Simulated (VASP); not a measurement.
NaI, 2 atoms in the cell. The structure is cubic, space group Fm-3m (No. 225). Conventional cell: a = 6.321 Å, b = 6.321 Å, c = 6.321 Å, α = 90.00°, β = 90.00°, γ = 90.00°. Around Na (site symmetry m-3m) lie 6 I at 3.16 Å. Around I (site symmetry m-3m) lie 6 Na at 3.16 Å.  The cell isn't the ideal one: a relaxed cell with its volume scaled by 0.98.

- Program: VASP 6.6.1
- Task: relaxation of the atoms
- Functional: PBE
- Dispersion: D3(BJ)
- Potentials or basis: VASP PAW PBE potentials, release 64 (Na_pv, I)
- Cutoff: 600 eV
- k mesh: 8 × 8 × 8
- Occupations: gaussian, width 0.03 eV
- Spin: no spin polarisation
- Further INCAR settings: ALGO = Fast; EDIFF = 1e-07; IBRION = 2; EDIFFG = -0.01; NSW = 40

Potentials or basis: VASP PAW PBE potentials, release 64 (Na_pv, I).

Command:

```bash
$ cat potpaw_PBE.64/Na_pv/POTCAR potpaw_PBE.64/I/POTCAR > POTCAR
$ mpirun -np 1 vasp_std > vasp.out
```

Hardware: 1 thread of AMD EPYC 9R14 (Zen 4), on a shared host.

Question: Estimate the wall time of this run.

Answer: Wall time 18 s on 1 thread of AMD EPYC 9R14 (Zen 4), on a shared host, peak memory 0.19 GiB. Counts: scf iterations 15, k points 29, ion steps 1.
